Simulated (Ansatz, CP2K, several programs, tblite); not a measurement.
Energy against volume for CuI in the rocksalt structure, at fixed shape and fractional coordinates, computed by several methods (PBE and r2SCAN, where shown, with plane waves in Ansatz); the cell shown is that of r2SCAN. Space group Fm-3m (No. 225), cubic; conventional cell a = 5.712 Å, 23.30 Å³ an atom. Around Cu lie 6 I at 2.86 Å; around I lie 6 Cu at 2.86 Å. Spin-unpolarised throughout. Whether this structure exists isn't addressed. Energies count from each curve's lowest point; fits are third-order Birch-Murnaghan.

Space group Fm-3m (No. 225). a = 5.712 Å, b = 5.712 Å, c = 5.712 Å, α = 90.00°, β = 90.00°, γ = 90.00°
```csv
atom,site,symmetry,x,y,z
Cu,4a,m-3m,0.0000,0.0000,0.0000
I,4b,m-3m,0.5000,0.0000,0.0000
```

Q: GFN2-xTB (tblite), on the shape of the cell shown, as a cluster of 64 atoms at the zone centre, gives

| V (Å³/atom) | E (meV/atom) |
| --- | --- |
| 20.503 | 7.11 |
| 21.900 | 0.00 |
| 23.298 | 19.43 |
| 24.696 | 58.03 |
| 26.094 | 111.32 |

What equilibrium volume and bulk modulus follow?

A: V₀ = 21.52 Å³ an atom and B₀ = 50 GPa.

GFN1-xTB (tblite), on the shape of the cell shown, as a cluster of 64 atoms at the zone centre:
```
V (Å³/atom)  E (meV/atom)
     20.503        202.07
     21.900         74.48
     23.298         13.24
     24.696          0.00
     26.094         21.84
```
V₀ = 24.46 Å³ an atom and B₀ = 74 GPa.

PBE/SZV (CP2K), on the shape of the cell shown:
```csv
V (Å³/atom),E (meV/atom)
20.503,360.06
21.900,200.65
23.298,97.91
24.696,34.35
26.094,0.00
```
The lowest point is an end point, so the minimum isn't bracketed.

PBE/DZVP (CP2K), on the shape of the cell shown:
```tsv
V (Å³/atom)	E (meV/atom)
20.503	116.96
21.900	42.86
23.298	8.51
24.696	0.00
26.094	11.33
```
V₀ = 24.50 Å³ an atom and B₀ = 39 GPa.

PBE, on the shape of its own relaxed cell:
```
V (Å³/atom)  E (meV/atom)
     22.225         13.46
     22.935          3.06
     23.644          0.00
     24.353          3.05
     25.063         11.11
```
V₀ = 23.62 Å³ an atom and B₀ = 46 GPa.
